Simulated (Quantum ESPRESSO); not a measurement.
# Au in Quantum ESPRESSO: work function with PBE

Aim: the work function of Au with PBE.

Everything below comes from runs of Quantum ESPRESSO 7.5. Logs are shortened: lines on timing, memory, paths and dates and some standing lists are left out, and cuts for length are marked.

**1. The slab as given**

The cell holds a slab with vacuum, 7 atoms: a = 2.900 Å, b = 2.900 Å, c = 29.640 Å, α = 90.00°, β = 90.00°, γ = 120.00°.

**2. Work function, PBE**

pw.in

```
&CONTROL
  calculation = 'scf'
  prefix = 'pwscf'
  outdir = './tmp'
  pseudo_dir = './pseudo'
  tprnfor = .true.
  disk_io = 'low'
/
&SYSTEM
  ibrav = 0
  celldm(1) = 8
  nat = 7
  ntyp = 1
  ecutwfc = 76
  nbnd = 84
  occupations = 'smearing'
  smearing = 'fd'
  degauss = 0.00367493
/
&ELECTRONS
  conv_thr = 7d-09
  electron_maxstep = 150
  mixing_beta = 0.3
  mixing_mode = 'local-TF'
/
ATOMIC_SPECIES
Au   196.9666 Au.upf
CELL_PARAMETERS alat
  0.6850253447004   0.0000000000000   0.0000000000000
 -0.3425126723381   0.5932493507397   0.0000000000000
  0.0000000000000   0.0000000000000   7.0014352917385
ATOMIC_POSITIONS crystal
Au     0.3333333333    0.6666666666    0.2530364372
Au     0.6666666667    0.3333333334    0.3353576248
Au     0.3333333333    0.6666666666    0.4176788124
Au     0.6666666667    0.3333333334    0.5000000000
Au     0.3333333333    0.6666666666    0.5823211876
Au     0.6666666667    0.3333333334    0.6646423752
Au     0.3333333333    0.6666666666    0.7469635628
K_POINTS automatic
11 11 1 0 0 0
```

pp_density.in

```
&INPUTPP
  prefix = 'pwscf'
  outdir = './tmp'
  filplot = 'density.dat'
  plot_num = 0
/
&PLOT
  nfile = 1
  filepp(1) = 'density.dat'
  iflag = 3
  output_format = 6
  fileout = 'density.cube'
/
```

pp_potential.in

```
&INPUTPP
  prefix = 'pwscf'
  outdir = './tmp'
  filplot = 'potential.dat'
  plot_num = 11
/
&PLOT
  nfile = 1
  filepp(1) = 'potential.dat'
  iflag = 3
  output_format = 6
  fileout = 'potential.cube'
/
```

pp_elf.in

```
&INPUTPP
  prefix = 'pwscf'
  outdir = './tmp'
  filplot = 'elf.dat'
  plot_num = 8
/
&PLOT
  nfile = 1
  filepp(1) = 'elf.dat'
  iflag = 3
  output_format = 6
  fileout = 'elf.cube'
/
```

Potentials or basis: PseudoDojo 0.4.1 SR PBE standard.

Run with:

```
$ OMP_NUM_THREADS=1 mpirun -n 2 pw.x -nk 2 -in pw.in > pw.out
$ OMP_NUM_THREADS=1 mpirun -n 1 pp.x -in pp_density.in > pp_density.out
$ OMP_NUM_THREADS=1 mpirun -n 1 pp.x -in pp_potential.in > pp_potential.out
$ OMP_NUM_THREADS=1 mpirun -n 1 pp.x -in pp_elf.in > pp_elf.out
```

pw.out:

```text
This program is part of the open-source Quantum ESPRESSO suite
     for quantum simulation of materials; please cite
[... 6 lines left out ...]
     using ibrav=0 with symmetry is DISCOURAGED, use correct ibrav instead

     K-points division:     npool     =       2
     Subspace diagonalization in iterative solution of the eigenvalue problem:
     a serial algorithm will be used

     G-vector sticks info
     --------------------
     sticks:   dense  smooth     PW     G-vecs:    dense   smooth      PW
     Sum         637     637    187               130487   130487   20779

     Using Slab Decomposition

     bravais-lattice index     =            0
     lattice parameter (alat)  =       8.0000  a.u.
     unit-cell volume          =    1456.8034 (a.u.)^3
     number of atoms/cell      =            7
     number of atomic types    =            1
     number of electrons       =       133.00
     number of Kohn-Sham states=           84
     kinetic-energy cutoff     =      76.0000  Ry
     charge density cutoff     =     304.0000  Ry
     scf convergence threshold =      7.0E-09
     mixing beta               =       0.3000
     number of iterations used =            8  local-TF  mixing
     Exchange-correlation= PBE
                           (   1   4   3   4   0   0   0)

     celldm(1)=   8.000000  celldm(2)=   0.000000  celldm(3)=   0.000000
     celldm(4)=   0.000000  celldm(5)=   0.000000  celldm(6)=   0.000000

     crystal axes: (cart. coord. in units of alat)
               a(1) = (   0.685025   0.000000   0.000000 )
               a(2) = (  -0.342513   0.593249   0.000000 )
               a(3) = (   0.000000   0.000000   7.001435 )

     reciprocal axes: (cart. coord. in units 2 pi/alat)
               b(1) = (  1.459800  0.842816 -0.000000 )
               b(2) = (  0.000000  1.685632  0.000000 )
               b(3) = (  0.000000 -0.000000  0.142828 )

     PseudoPot. # 1 for Au read from file:
     Au.upf
     Pseudo is Norm-conserving + core correction, Zval = 19.0
     Generated using ONCVPSP code by D. R. Hamann
     Using radial grid of 1356 points,  7 beta functions with:
                l(1) =   0
                l(2) =   0
                l(3) =   1
                l(4) =   1
                l(5) =   2
                l(6) =   2
                l(7) =   3

     atomic species   valence    mass     pseudopotential
     Au               19.00   196.96660     Au( 1.00)

     12 Sym. Ops. (no inversion) found

   Cartesian axes

     site n.     atom                  positions (alat units)
         1        Au     tau(   1) = (   0.0000000   0.3954996   1.7716182  )
         2        Au     tau(   2) = (   0.3425127   0.1977498   2.3479847  )
         3        Au     tau(   3) = (   0.0000000   0.3954996   2.9243512  )
         4        Au     tau(   4) = (   0.3425127   0.1977498   3.5007176  )
         5        Au     tau(   5) = (   0.0000000   0.3954996   4.0770841  )
         6        Au     tau(   6) = (   0.3425127   0.1977498   4.6534506  )
         7        Au     tau(   7) = (   0.0000000   0.3954996   5.2298171  )

     number of k points=    16  Fermi-Dirac smearing, width (Ry)=  0.0037
                       cart. coord. in units 2pi/alat
        k(    1) = (   0.0000000   0.0000000   0.0000000), wk =   0.0165289
        k(    2) = (   0.0000000   0.1532393   0.0000000), wk =   0.0991736
        k(    3) = (   0.0000000   0.3064785   0.0000000), wk =   0.0991736
        k(    4) = (   0.0000000   0.4597178   0.0000000), wk =   0.0991736
        k(    5) = (   0.0000000   0.6129570   0.0000000), wk =   0.0991736
        k(    6) = (   0.0000000   0.7661963   0.0000000), wk =   0.0991736
[... 8 lines left out ...]
        k(   15) = (   0.3981273   0.6895767   0.0000000), wk =   0.0991736
        k(   16) = (   0.3981273   0.8428159   0.0000000), wk =   0.0991736

     Dense  grid:   130487 G-vectors     FFT dimensions: (  32,  32, 320)

     Initial potential from superposition of free atoms

     starting charge     132.9992, renormalised to     133.0000

     negative rho (up, down):  3.393E-06 0.000E+00
     Starting wfcs are   70 randomized atomic wfcs +   14 random wfcs

     Self-consistent Calculation

     iteration #  1     ecut=    76.00 Ry     beta= 0.30
     Davidson diagonalization with overlap
     ethr =  1.00E-02,  avg # of iterations =  6.9

     Threshold (ethr) on eigenvalues was too large:
     Diagonalizing with lowered threshold

     Davidson diagonalization with overlap
     ethr =  3.37E-04,  avg # of iterations =  2.6

     negative rho (up, down):  7.962E-04 0.000E+00

     total energy              =   -2074.79856128 Ry
     estimated scf accuracy    <       0.45353411 Ry

     iteration #  2     ecut=    76.00 Ry     beta= 0.30
     Davidson diagonalization with overlap
     ethr =  3.41E-04,  avg # of iterations =  1.1

     negative rho (up, down):  5.509E-03 0.000E+00

     total energy              =   -2074.70964303 Ry
     estimated scf accuracy    <       0.22195899 Ry

     iteration #  3     ecut=    76.00 Ry     beta= 0.30
     Davidson diagonalization with overlap
     ethr =  1.67E-04,  avg # of iterations =  2.8

     negative rho (up, down):  5.536E-03 0.000E+00

     total energy              =   -2074.74989345 Ry
     estimated scf accuracy    <       0.00567120 Ry

     iteration #  4     ecut=    76.00 Ry     beta= 0.30
     Davidson diagonalization with overlap
     ethr =  4.26E-06,  avg # of iterations =  8.6

     negative rho (up, down):  6.324E-03 0.000E+00

     total energy              =   -2074.74884974 Ry
     estimated scf accuracy    <       0.00816379 Ry

     iteration #  5     ecut=    76.00 Ry     beta= 0.30
     Davidson diagonalization with overlap
     ethr =  4.26E-06,  avg # of iterations =  2.6

     negative rho (up, down):  5.814E-03 0.000E+00

     total energy              =   -2074.74826253 Ry
     estimated scf accuracy    <       0.00211455 Ry

     iteration #  6     ecut=    76.00 Ry     beta= 0.30
     Davidson diagonalization with overlap
     ethr =  1.59E-06,  avg # of iterations =  5.4
[... 42 lines left out ...]
     iteration # 11     ecut=    76.00 Ry     beta= 0.30
     Davidson diagonalization with overlap
     ethr =  3.02E-09,  avg # of iterations =  6.2

     negative rho (up, down):  2.766E-07 0.000E+00

     total energy              =   -2074.74839650 Ry
     estimated scf accuracy    <       0.00000110 Ry

     iteration # 12     ecut=    76.00 Ry     beta= 0.30
     Davidson diagonalization with overlap
     ethr =  8.30E-10,  avg # of iterations =  4.1

     negative rho (up, down):  3.362E-07 0.000E+00

     total energy              =   -2074.74839684 Ry
     estimated scf accuracy    <       0.00000010 Ry

     iteration # 13     ecut=    76.00 Ry     beta= 0.30
     Davidson diagonalization with overlap
     ethr =  7.59E-11,  avg # of iterations =  2.0

     negative rho (up, down):  1.818E-06 0.000E+00

     total energy              =   -2074.74839717 Ry
     estimated scf accuracy    <       0.00000003 Ry

     iteration # 14     ecut=    76.00 Ry     beta= 0.30
     Davidson diagonalization with overlap
     ethr =  1.91E-11,  avg # of iterations =  2.8

     End of self-consistent calculation

          k = 0.0000 0.0000 0.0000 ( 16409 PWs)   bands (ev):

   -96.4422 -96.4420 -96.3997 -96.3095 -96.3095 -96.0595 -96.0595 -47.8418
   -47.8019 -47.7296 -47.7296 -47.7283 -47.7283 -47.7273 -47.6738 -47.6738
   -47.6657 -47.6612 -47.5889 -47.5889 -47.5889 -47.5889 -47.3694 -47.3694
   -47.3694 -47.3694 -47.3367 -47.3367  -0.2304   0.2278   0.8646   1.4781
     1.9096   2.1506   2.1626   4.3419   4.3642   4.5240   4.6184   4.6184
     4.6305   4.6305   4.7403   4.7403   4.7751   4.8306   4.8306   4.9152
     4.9152   5.1174   5.1174   5.1237   5.1237   5.4201   5.7510   5.7510
     6.0371   6.0371   6.3474   6.3474   6.5841   6.5945   6.5945   6.7940
     6.7940   6.9757   6.9757   6.9808   6.9808   8.3739   8.8993  12.6384
    13.8415  14.0229  15.2868  15.3064  17.2110  17.5118  19.5919  20.0440
    22.0981  22.4253  23.5781  23.5919

          k = 0.0000 0.1532 0.0000 ( 16345 PWs)   bands (ev):

   -96.4416 -96.4414 -96.3991 -96.3089 -96.3089 -96.0590 -96.0590 -47.8382
   -47.8003 -47.7454 -47.7423 -47.7329 -47.7315 -47.7224 -47.6864 -47.6769
   -47.6640 -47.6609 -47.6014 -47.6013 -47.5921 -47.5921 -47.3818 -47.3818
   -47.3726 -47.3726 -47.3355 -47.3355   0.0207   0.4749   1.1081   1.7228
     2.1391   2.3753   2.3901   4.3053   4.3148   4.4002   4.4593   4.6144
     4.6388   4.6869   4.7630   4.7803   4.8155   4.8263   4.8883   4.9766
     5.0076   5.0211   5.0670   5.2589   5.2599   5.2707   5.5748   5.6786
     5.8941   5.9792   5.9821   6.3051   6.3250   6.5569   6.5725   6.7054
     6.7990   6.9455   6.9864   7.0003   7.5866   8.9010   9.6261  12.7542
    14.0053  14.2233  15.4591  15.4964  17.4066  17.6670  19.7890  20.2026
    22.3214  22.6389  23.6000  23.7180

          k = 0.0000 0.3065 0.0000 ( 16367 PWs)   bands (ev):

   -96.4400 -96.4398 -96.3976 -96.3074 -96.3074 -96.0574 -96.0574 -47.8287
   -47.7980 -47.7793 -47.7756 -47.7419 -47.7402 -47.7211 -47.7177 -47.6851
   -47.6618 -47.6605 -47.6343 -47.6340 -47.6006 -47.6006 -47.4150 -47.4150
   -47.3811 -47.3811 -47.3323 -47.3323   0.7218   1.1504   1.7488   2.3433
     2.6898   2.9326   2.9401   4.0606   4.0672   4.1796   4.3158   4.3776
     4.4113   4.5386   4.6450   4.6586   4.7588   5.0337   5.1252   5.1261
     5.1469   5.1674   5.2998   5.3002   5.4847   5.5065   5.5782   5.6420
     5.7557   5.7573   5.9559   6.0448   6.2428   6.3523   6.5298   6.7830
     6.7946   7.0029   7.0433   7.4228   8.4067   9.7812  11.0705  13.1678
    14.4996  14.8228  15.9746  16.0586  17.9678  18.1018  20.3110  20.5925
    21.2522  21.6449  22.2369  22.7286

          k = 0.0000 0.4597 0.0000 ( 16339 PWs)   bands (ev):

   -96.4379 -96.4378 -96.3956 -96.3053 -96.3053 -96.0553 -96.0553 -47.8306
   -47.8221 -47.8070 -47.7990 -47.7537 -47.7515 -47.7513 -47.7230 -47.6958
   -47.6784 -47.6780 -47.6576 -47.6571 -47.6118 -47.6118 -47.4581 -47.4581
   -47.3922 -47.3922 -47.3282 -47.3282   1.6502   1.9645   2.3873   2.8024
     2.9637   3.2203   3.2510   3.7539   3.8082   3.9445   4.0945   4.2281
     4.3245   4.5154   4.6211   4.8412   5.0392   5.1110   5.2368   5.2776
     5.3012   5.4695   5.4855   5.5344   5.7812   5.8852   5.9883   6.0384
     6.0928   6.1455   6.2464   6.4069   6.4656   6.4784   6.6008   6.8050
     7.0165   7.0824   7.0951   8.0135   9.2185  10.6257  12.7363  13.9750
    15.2924  15.7909  16.7065  16.8904  17.9478  18.2515  18.3226  18.9013
    19.5936  19.6706  20.4435  21.5262
[... 129 lines left out ...]
   -96.4343 -96.4342 -96.3922 -96.3018 -96.3018 -96.0518 -96.0518 -47.8762
   -47.8717 -47.8289 -47.7994 -47.7991 -47.7818 -47.7677 -47.7381 -47.7341
   -47.7194 -47.7190 -47.6562 -47.6561 -47.6542 -47.6541 -47.5068 -47.5068
   -47.4358 -47.4358 -47.3213 -47.3213   2.8577   2.8581   3.1348   3.1632
     3.2133   3.3926   3.5458   3.5792   3.7190   3.9349   4.0339   4.0621
     4.2814   4.4987   4.6066   4.6923   4.9971   5.1714   5.2035   5.4227
     5.4553   5.7232   5.8786   5.9387   6.0491   6.1862   6.5341   6.6399
     6.6976   6.7992   6.8088   7.0141   7.1471   7.2172   7.2523   9.7436
    10.0152  10.4414  11.0259  11.7599  11.9468  12.1871  13.0059  13.1142
    13.7575  14.1214  14.6689  15.4270  15.7651  16.8932  17.0196  17.2088
    17.7911  18.7087  18.7114  19.2389

          k = 0.3981 0.6896 0.0000 ( 16236 PWs)   bands (ev):

   -96.4342 -96.4342 -96.3921 -96.3018 -96.3018 -96.0517 -96.0517 -47.8646
   -47.8598 -47.8232 -47.8139 -47.8093 -47.7797 -47.7696 -47.7450 -47.7321
   -47.7116 -47.7112 -47.6688 -47.6688 -47.6544 -47.6544 -47.4957 -47.4957
   -47.4494 -47.4494 -47.3211 -47.3211   3.2100   3.2107   3.2855   3.3527
     3.4950   3.5142   3.8331   3.8965   3.9752   4.0395   4.1189   4.1964
     4.3402   4.5138   4.5366   4.7240   4.7274   4.7815   5.1867   5.2068
     5.2658   5.3247   5.3833   5.4038   5.5705   5.9587   6.2849   6.4027
     6.4746   6.7032   6.7584   7.0346   7.1352   7.2318   7.2506   9.6697
     9.9676  10.4263  11.0684  11.9931  12.7833  12.9503  13.6123  14.0844
    14.4632  14.6349  14.9416  14.9728  15.3811  16.8699  16.9812  17.2611
    17.7150  18.0572  18.0796  18.5947

          k = 0.3981 0.8428 0.0000 ( 16236 PWs)   bands (ev):

   -96.4338 -96.4338 -96.3917 -96.3014 -96.3014 -96.0514 -96.0514 -47.8608
   -47.8566 -47.8279 -47.8278 -47.8156 -47.7765 -47.7756 -47.7491 -47.7330
   -47.7095 -47.7085 -47.6820 -47.6818 -47.6540 -47.6539 -47.4921 -47.4921
   -47.4631 -47.4631 -47.3203 -47.3203   3.2119   3.2670   3.3830   3.5138
     3.6328   3.6442   3.7298   3.9054   4.0281   4.0476   4.0594   4.2256
     4.3619   4.5339   4.6179   4.6317   4.7869   4.7992   5.1303   5.1340
     5.4290   5.4569   5.4711   5.5377   5.6757   5.9517   6.3700   6.5994
     6.6493   6.7083   6.7924   6.9070   6.9291   7.0194   7.0341  11.1362
    11.3891  11.5074  11.8760  12.0594  12.6047  12.7946  13.4737  13.6232
    13.6643  14.0443  14.5748  15.3891  15.5291  15.9067  16.3699  16.6074
    16.9923  17.3857  18.1749  18.5871

     the Fermi energy is     8.9481 ev

!    total energy              =   -2074.74839718 Ry
     estimated scf accuracy    <          3.1E-09 Ry
     smearing contrib. (-TS)   =      -0.00140190 Ry
     internal energy E=F+TS    =   -2074.74699528 Ry

     The total energy is F=E-TS. E is the sum of the following terms:
     one-electron contribution =  -15230.95134178 Ry
     hartree contribution      =    7637.80450927 Ry
     xc contribution           =    -364.66633127 Ry
     ewald contribution        =    5883.06616850 Ry

     convergence has been achieved in  14 iterations

     Forces acting on atoms (cartesian axes, Ry/au):

     atom    1 type  1   force =    -0.00000000   -0.00000000   -0.00399024
     atom    2 type  1   force =     0.00000000    0.00000000    0.00463716
     atom    3 type  1   force =     0.00000000   -0.00000000   -0.00226944
     atom    4 type  1   force =     0.00000000    0.00000000    0.00000000
     atom    5 type  1   force =     0.00000000   -0.00000000    0.00226944
     atom    6 type  1   force =     0.00000000    0.00000000   -0.00463716
     atom    7 type  1   force =     0.00000000    0.00000000    0.00399024

     Total force =     0.009228     Total SCF correction =     0.000279

=------------------------------------------------------------------------------=
   JOB DONE.
=------------------------------------------------------------------------------=
```

Run time: 5.2 min. Hardware: 2 MPI ranks of Arm Neoverse V2, shared host; peak memory 0.94 GiB.

What came out:

```yaml
Free_energy: -28228.3900 eV
Largest_force: 0.119 eV/Å
Band_gap_on_the_k_mesh: none (metal or under the smearing width)
Work_function_of_the_upper_face: 5.27 eV
Work_function_of_the_lower_face: 5.27 eV
```

Forces in eV/Å, atoms in the order of the input:
```
Au   0.000  0.000 -0.103
Au   0.000  0.000  0.119
Au   0.000  0.000 -0.058
Au   0.000  0.000  0.000
Au   0.000  0.000  0.058
Au   0.000  0.000 -0.119
Au   0.000  0.000  0.103
```
